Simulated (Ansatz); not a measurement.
# Compressing Pt: a fit and a missing row

Pt, Fm-3m, a = 3.918 Å. Ansatz: PBEsol, PAW, 420 eV, Γ-centred 18×18×18 mesh on 1 atom, Gaussian smearing 0.10 eV; no spin polarisation. Symmetry fixes shape and atoms, so the cell is only scaled; pressure is positive in compression.

| V (Å³/atom) | P (GPa) |
| --- | --- |
| 14.135 | ? |
| 14.586 | 9.49 |
| 15.037 | -0.01 |
| 15.488 | -7.85 |
| 15.939 | -14.31 |

Question: Take V0 = 15.037 Å³/atom, count pressures from its P0 = -0.01 GPa, fit the third-order Birch–Murnaghan form to the other rows, and predict the missing pressure.

Answer: With the Eulerian strain f = ½[(V0/V)^(2/3) − 1] and y = (P − P0)/[3f(1 + 2f)^(5/2)], the form is the line y = B0 + 1.5 B0 (B0′ − 4) f. Rows (f, y): 0.01025, 293.7; -0.00975, 281.6; -0.01905, 275.7. Means f = -0.006183, y = 283.67; Σ(Δf)² = 0.0004483, ΣΔfΔy = 0.2748; the slope is their ratio. y = 287.5 + 612.8 f GPa, so B0 = 287.5 GPa and B0′ = 4 + 2 × (612.8)/(3 × 287.5) = 5.42. At V = 14.135, f = 0.02105, y = 300.40 and P = 21.02 GPa. The run gave 20.97 GPa, so the fit is 0.05 GPa too high, a small miss on the scale of the series. The form still works here, 33 % of the fitted range beyond its end.

Spin–orbit coupling is left out, which can shift energies with elements as heavy as these.